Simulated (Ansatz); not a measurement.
# MnO2 (P4_2/mnm) in Ansatz: further runs, part 2 of 2

Ansatz 0.2.0. The steps go on from the part before.

### Step 4. Single point, PBEsol, collinear spin, ferromagnetic start

Contents of input.yaml:

```yaml
crystal:
  lattice:
    - [4.4004184607, 0.0, 0.0]
    - [0.0, 4.4004184607, 0.0]
    - [0.0, 0.0, 2.86707794]
  atoms:
    - { symbol: Mn, position: [0.5, 0.5, 0.5], spin: 4.0 }
    - { symbol: Mn, position: [0.0, 0.0, 0.0], spin: 4.0 }
    - { symbol: O, position: [0.80491615, 0.19508385, 0.5] }
    - { symbol: O, position: [0.69508385, 0.69508385, 0.0] }
    - { symbol: O, position: [0.19508385, 0.80491615, 0.5] }
    - { symbol: O, position: [0.30491615, 0.30491615, 0.0] }
hamiltonian:
  xc: pbesol
  pseudopotentials: { kind: paw }
magnetization:
  spin_polarized: true
kpoints:
  mp_grid: { grid: [6, 6, 9] }
scf:
  occupations: { method: fermi_dirac, width: 0.05 }
output:
  forces: true
  stress: true
  eigenvalues: true
  write_density: true
  write_potential: true
  elf: true
  volumetric_format: npy
```

Potentials or basis: Ansatz PAW.

Command:

```
$ ansatz run input.yaml --threads 2 --pin off --max-ram 5632MiB --backend cpu --events-out ev --progress --plain --runs-dir out
```

What it wrote:

```text
Warning: RAYON_NUM_THREADS=2 ignored (pool sized by the plan → 2); use --threads N
Engine: ansatz 0.2.0, x86_64-unknown-linux-gnu
Pseudopotentials: kind: paw
Pseudopotential: Mn, paw, valence charge 15, recommended cutoff 420 eV (normal), Mn.paw.azcp
Pseudopotential: O, paw, valence charge 6, recommended cutoff 420 eV (normal), O.paw.azcp
Functional definition: PBEsol
  exchange = pbesol_x
  correlation = pbesol_c
Crystal: 6 atoms, lattice volume = 55.517 Å³
Basis set: ecut = 420 eV, 1073 PW (Γ), exchange–correlation on 60×60×40 points (8 copies of the dense FFT grid, shifted against one another)
Bands: 38, of which v1, the nominal top of the filled ones, is band 27 counted from 1 (26 counted from 0)
Symmetry: 16 space group operations
Space group: P42/mnm (ITA 136), of the structure as read, at distance tolerance 3.8e-5 Å
Magnetic group: BNS 136.495 (UNI 1155), of the structure as read, at distance tolerance 3.8e-5 Å
k-points: 50 of 324
Non-local potential: Mn, projectors of the file, l = 0: 3, l = 1: 2, l = 2: 3, l = 3: 1
Non-local potential: O, projectors of the file, l = 0: 2, l = 1: 2, l = 2: 1
PAW form: soft (Blöchl's): semilocal exchange-correlation on the pseudo side does not see the compensation charge
PAW frozen core: Mn, regenerated for the run's functional, and the local potential with it (the file was generated under x = pbe(κ = 0.804, μ = 0.2195149727645171), c = pbe(β = 0.06672455060314922))
PAW frozen core: O, regenerated for the run's functional, and the local potential with it (the file was generated under x = pbe(κ = 0.804, μ = 0.2195149727645171), c = pbe(β = 0.06672455060314922))
PAW one-centre angular grid: Mn, 590 points (default); XC on 64 Gauss nodes
PAW one-centre angular grid: O, 110 points (default); XC on 64 Gauss nodes
Initial density: superposition of atomic densities (chi_scale 0.1, normalization cell, long waves kept (reshape's long-wave potential 0.00 eV rms))
Starting moments: Σ|m| = 8 μB on 2 of 6 sites
Initial wavefunctions: pseudopotential atomic-orbital guess
Functional: x = pbesol(κ = 0.804, μ = 0.12345679012345678), c = pbesol(β = 0.046)
[... 24 lines left out ...]
Per-site moments (μB) at R_I (Å): [(2.3594596619082235, 0.77489733565151), (2.3594596619082275, 0.7748973356515101), (0.10283651962918912, 0.7748973356515101), (0.10283651962918935, 0.77489733565151), (0.10283651962918897, 0.7748973356515101), (0.10283651962918937, 0.7748973356515102)]
Free energy (F): -9980.906772 eV
Harris-Foulkes:  -9980.906772 eV  (|F-HF|=6.45e-9)
Internal energy: -9980.899958 eV  (E = F + TS)
E sigma→0 (E₀):  -9980.903365 eV
Entropy (-TS):   -0.006814 eV (-1.136 meV/atom)
Fermi energy:    10.930000 eV
--- Per-component energies (eV) ---
  E_band       = -585.104913
  E_kinetic    = 1297.331247
  E_local      = -5456.937317  (includes V_loc(G=0)·N_el)
  E_nonlocal   = 669.341622
  E_hartree    = 2141.584185
  E_xc         = -515.566833
  E_vxc        = -662.169003  (∫ρ·V_xc dr)
  E_paw        = -3138.269898  (= ΣΔE_a)
  E_vpaw       = -715.854228  (= ΣTr[D̂ρ^β])
  E_aug_tail   = 0.009783  (compensation charges beyond the density's cutoff)
  E_ewald      = -4978.873199
  E_core_change = 0.480452  (= ΣΔE_core)
  E_smearing   = -0.006814  (= −TS)
  E_closure    = 0.000000  (closes the sum)
  Σ components = -9980.906772   (vs F -9980.906772, Δ=0.00e0)
--- Forces (eV/Å), atoms counted from 1 ---
  atom   1  Mn     0.00000000     0.00000000     0.00000000
  atom   2  Mn     0.00000000    -0.00000000     0.00000000
  atom   3  O      0.04795017    -0.04795017     0.00000000
  atom   4  O     -0.04795017    -0.04795017     0.00000000
  atom   5  O     -0.04795017     0.04795017     0.00000000
  atom   6  O      0.04795017     0.04795017     0.00000000
  max |Σ_I F_I| component: 6.94e-18 eV/Å
--- Stress (GPa, compression-positive) ---
       -2.154768       0.000000       0.000000
        0.000000      -2.154768       0.000000
        0.000000       0.000000      -4.829453
  P = ⅓ Tr σ = -3.0463 GPa (-30.463 kbar)
--- Band table (eV; the first three rows and the last of 100) ---
  k-point 0 ↑: bands = ["-70.8134", "-70.8105", "-39.6880", "-39.6795", "-39.6171", "-39.6171", "-39.5424", "-39.5424", "-9.2350", "-7.3454", "-6.9217", "-6.9217", "2.6439", "3.3223", "3.9864", "4.8522", "4.8522", "6.6366", "6.6366", "7.2188", "8.0597", "8.2208", "8.3480", "8.3480", "8.4900", "9.0775", "9.5554", "9.5554", "10.1487", "10.6736", "10.7932", "13.5819", "13.5819", "14.3240", "18.2740", "21.5815", "21.5815", "24.1359"]
  k-point 1 ↑: bands = ["-70.8122", "-70.8095", "-39.7013", "-39.6933", "-39.6147", "-39.6147", "-39.5417", "-39.5417", "-9.1103", "-7.3051", "-6.9450", "-6.9450", "2.8151", "3.4420", "4.1298", "4.7475", "4.7475", "6.6705", "6.8603", "6.8603", "7.6357", "8.0304", "8.0304", "8.2468", "8.5894", "9.1475", "9.8189", "9.8189", "9.9819", "10.7340", "10.9279", "13.3213", "13.3213", "14.1339", "18.6900", "22.0932", "22.0932", "24.3407"]
  k-point 2 ↑: bands = ["-70.8093", "-70.8071", "-39.7346", "-39.7282", "-39.6088", "-39.6088", "-39.5398", "-39.5398", "-8.7631", "-7.2256", "-7.0048", "-7.0048", "3.2858", "3.7551", "4.5508", "4.6363", "4.6363", "5.7016", "6.7234", "7.1700", "7.1700", "7.5282", "7.5282", "8.2341", "8.6249", "9.2084", "9.6031", "10.2296", "10.2296", "10.5613", "11.3875", "12.8566", "12.8566", "13.5892", "19.7499", "23.2920", "23.2920", "24.6518"]
  k-point 49 ↓: bands = ["-67.7770", "-67.7770", "-36.8708", "-36.8708", "-36.6448", "-36.6448", "-36.5737", "-36.5737", "-7.1569", "-7.1569", "-7.0169", "-7.0169", "4.2341", "4.2341", "4.6314", "4.6314", "5.9338", "5.9338", "6.7707", "6.7707", "8.8741", "8.8741", "9.2892", "9.2892", "11.9480", "11.9480", "11.9657", "11.9657", "12.3611", "12.3611", "14.0623", "14.0623", "14.2787", "14.2787", "22.4959", "22.4959", "24.4146", "24.4146"]
```

v_z.tsv:

```text
# z_ang	v_es[eV]	v_tot_up[eV]	v_tot_dn[eV]
# format = ansatz-planar-average/11
# xc	pbesol
# density_cutoff_ev	1680
# datasets	Mn=:simpson_from_first_knot:soft:shift=-858434	O=:simpson_from_first_knot:soft:shift=-234619
# lattice	4.400418461	0.000000000	0.000000000
# lattice	0.000000000	4.400418461	0.000000000
# lattice	0.000000000	0.000000000	2.867077940
# sites	6
# site	25	2.200209230	2.200209230	1.433538970
# site	25	0.000000000	0.000000000	0.000000000
# site	8	3.541967886	0.858450575	1.433538970
# site	8	3.058659805	3.058659805	0.000000000
# site	8	0.858450575	3.541967886	1.433538970
# site	8	1.341758655	1.341758655	0.000000000
0.000000	1.635271e0	-1.134043e1	-1.082041e1
0.143354	2.187647e0	-1.060163e1	-1.015368e1
0.286708	3.730461e0	-8.642029e0	-8.302542e0
0.430062	5.854795e0	-6.029644e0	-5.715784e0
0.573416	8.090397e0	-3.365022e0	-3.014059e0
0.716769	9.248870e0	-2.035219e0	-1.657932e0
0.860123	8.090397e0	-3.365022e0	-3.014059e0
1.003477	5.854795e0	-6.029644e0	-5.715784e0
1.146831	3.730461e0	-8.642029e0	-8.302542e0
1.290185	2.187647e0	-1.060163e1	-1.015368e1
1.433539	1.635271e0	-1.134043e1	-1.082041e1
1.576893	2.187647e0	-1.060163e1	-1.015368e1
1.720247	3.730461e0	-8.642029e0	-8.302542e0
1.863601	5.854795e0	-6.029644e0	-5.715784e0
2.006955	8.090397e0	-3.365022e0	-3.014059e0
2.150308	9.248870e0	-2.035219e0	-1.657932e0
2.293662	8.090397e0	-3.365022e0	-3.014059e0
2.437016	5.854795e0	-6.029644e0	-5.715784e0
2.580370	3.730461e0	-8.642029e0	-8.302542e0
2.723724	2.187647e0	-1.060163e1	-1.015368e1
```

Run time: 15 s. Hardware: 2 threads of AMD EPYC (Zen 3), shared host; peak memory 0.5 GiB.

What came out:

- Free energy: -9980.9068 eV
- Pressure: -3.0 GPa
- Largest force: 0.068 eV/Å
- Band gap on the k mesh: none (metal or under the smearing width)
- Net moment: 5.97 μB per cell
- Absolute moment: 6.12 μB per cell
- Site moments: Mn +2.36; O +0.10 μB

Forces on the atoms (eV/Å):
```
Mn   0.000  0.000  0.000
Mn   0.000  0.000  0.000
O    0.048 -0.048  0.000
O   -0.048 -0.048  0.000
O   -0.048  0.048  0.000
O    0.048  0.048  0.000
```

Stress tensor (GPa, compression positive):
```
-2.15  0.00  0.00
 0.00 -2.15  0.00
 0.00  0.00 -4.83
```

Caveat: the magnetic or orbital state may not be the lowest; the pressure holds a Pulay correction of +1.0 GPa for the finite cutoff; semilocal functionals often make such compounds metallic where correlation or magnetic order opens a gap, which also shifts bond lengths; only a ferromagnetic start was run, and an antiferromagnetic order may lie lower in energy; the PAW data sets come from PBE, with cores solved anew for the run's functional, which leaves a small shift of forces and pressure. With open d or f shells a metallic result of PBEsol can be an artefact of self-interaction; +U or a hybrid may open a gap.
